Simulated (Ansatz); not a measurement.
## BaO in Ansatz, settings compared

The command:

```bash
ansatz run input.yaml --threads 1 --pin off --max-ram 2560MiB --backend cpu --events-out ev --progress --plain --runs-dir out
```

Input:

```yaml
crystal:
  lattice:
    - [0.0, 2.778578, 2.778578]
    - [2.778578, 0.0, 2.778578]
    - [2.778578, 2.778578, 0.0]
  atoms:
    - { symbol: Ba, position: [0.0, 0.0, 0.0] }
    - { symbol: O, position: [0.5, 0.5, 0.5], spin: 0.9 }
kpoints:
  mp_grid: { grid: [6, 6, 6], shift: [0, 0, 0] }
magnetization:
  spin_polarized: true
scf:
  occupations: { method: fermi_dirac, width: 0.0232 }
hamiltonian:
  pseudopotentials: { kind: paw }
  xc: pbe
basis:
  ecutwfc: 420
total_charge: 1.0
output:
  forces: true
  stress: true
  eigenvalues: true
  write_density: true
  write_potential: true
  elf: true
  volumetric_format: npy
```

Origin of the cell: a database entry, scaled a little.

Output of this run (shortened):

```
SCF iter   1: F=—  HF=-6527.973401 eV  Δρ=2.58e-2  dr2=1.71e0  dr2_m=1.62e-2  M=1.000 μB ∫|m|=1.017 μB
SCF iter   2: F=—  HF=-6527.689957 eV  Δρ=1.91e-2  dr2=1.09e0  dr2_m=5.83e-4  M=1.000 μB ∫|m|=1.031 μB
SCF iter   3: F=—  HF=-6527.311566 eV  Δρ=6.86e-3  dr2=5.34e-2  dr2_m=1.11e-4  M=1.000 μB ∫|m|=1.031 μB
SCF iter   4: F=—  HF=-6527.324110 eV  Δρ=4.80e-3  dr2=2.71e-2  dr2_m=9.94e-5  M=1.000 μB ∫|m|=1.030 μB
SCF iter   5: F=—  HF=-6527.358902 eV  Δρ=1.27e-3  dr2=2.49e-3  dr2_m=2.31e-5  M=1.000 μB ∫|m|=1.032 μB
SCF iter   6: F=—  HF=-6527.363518 eV  Δρ=4.02e-4  dr2=3.08e-4  dr2_m=4.37e-7  M=1.000 μB ∫|m|=1.032 μB
SCF iter   7: F=—  HF=-6527.364690 eV  Δρ=8.26e-5  dr2=9.74e-6  dr2_m=1.24e-8  M=1.000 μB ∫|m|=1.031 μB
SCF iter   8: F=—  HF=-6527.364715 eV  Δρ=2.02e-5  dr2=4.52e-7  dr2_m=2.54e-10  M=1.000 μB ∫|m|=1.031 μB
SCF iter   9: F=-6527.364716 eV  HF=-6527.364716 eV  Δρ=3.20e-6  dr2=5.51e-9  dr2_m=2.58e-10  M=1.000 μB ∫|m|=1.031 μB
SCF 1 converged in 9 iterations: F = -6527.364716 eV  dr2 = 5.51e-9
SCF converged after 9 iterations
Magnetization: 1.0000 μB (8.0000 up, 7.0000 down)
Absolute magnetization: 1.0310 μB (∫|ρ↑−ρ↓|, with the PAW one-centre terms)
Spin contamination: 0.0074 ħ² per cell (⟨S²⟩ above its minimum at these occupations)
Per-site moments (μB) at R_I (Å): [(0.052195, 1.146163), (0.939101, 1.146163)]
Free energy (F): -6527.364716 eV
Harris-Foulkes:  -6527.364716 eV  (|F-HF|=5.09e-9)
Internal energy: -6527.360695 eV  (E = F + TS)
E sigma→0 (E₀):  -6527.362705 eV
Entropy (-TS):   -0.004021 eV (-2.011 meV/atom)
Fermi energy:    7.291192 eV
--- Per-component energies (eV) ---
  E_band       = -30.520489
  E_kinetic    = 329.439356
  E_local      = -560.157390  (includes V_loc(G=0)·N_el)
  E_nonlocal   = 103.853483
  E_hartree    = 192.341590
  E_xc         = -233.618391
  E_vxc        = -219.015510  (∫ρ·V_xc dr)
  E_paw        = -5381.942516  (= ΣΔE_a)
  E_vpaw       = -69.324749  (= ΣTr[D̂ρ^β])
  E_aug_tail   = 0.002280  (compensation charges beyond the density's cutoff)
  E_ewald      = -977.279106
  E_smearing   = -0.004021  (= −TS)
  E_deformation_potential = 18.652975  (in the stress; not in F)
  Σ components = -6527.364716   (vs F -6527.364716, Δ=0.00e0)
--- Forces (eV/Å), atoms counted from 1 ---
  atom   1  Ba    -0.000000     0.000000     0.000000
  atom   2  O      0.000000    -0.000000    -0.000000
  max |Σ_I F_I| component: 0.0 eV/Å
--- Stress (GPa, compression-positive) ---
       26.384501       0.000000      -0.000000
       -0.000000      26.384501      -0.000000
        0.000000      -0.000000      26.384501
  P = ⅓ Tr σ = 26.3845 GPa (263.845 kbar)
```

The same input was run again with these changes:

1. `kpoints.mp_grid.grid` [6, 6, 6] → [9, 9, 9]; `accuracy` default → low
2. `scf.occupations.width` 0.0232 → default; `scf.occupations.method` fermi_dirac → tetrahedron
3. `crystal.symmetry` default → { detect: false }; `kpoints.mp_grid.shift` [0, 0, 0] → [0.5, 0.5, 0.5]
4. `scf.initial_density.chi_scale` default → 0.0; `basis.ecutwfc` 420 → "58.8 Ry"

```tsv
run	end	SCF iterations	P (GPa)	max force component (eV/Å)	moment (μB)	ΔE(σ→0) (meV/atom)
base	converged	9	–	0.000	1.00	0
1	converged	9	–	0.000	1.00	-1.61
2	converged	12	–	0.000	1.00	-1.73
3	converged	10	–	0.000	1.00	-3.94
4	converged	10	–	0.000	1.00	-3.17
```

Energies are compared only where functional, datasets, charge and starting cell are the same.

Not properties of the system: run 1 (too coarse or loose: `accuracy` = low).

Caveats of the base run: charged cell with a uniform background, whose pressure depends on convention; one start, so the magnetic state may not be the lowest; the k mesh is coarse if the cell is a metal.

Run 2: forces and stress under tetrahedra may miss the slope of the energy.

The base run ran for 2.1 s on 1 thread of Arm Neoverse V2, with other jobs on the host, peak memory 0.28 GiB, from the program's own first density.
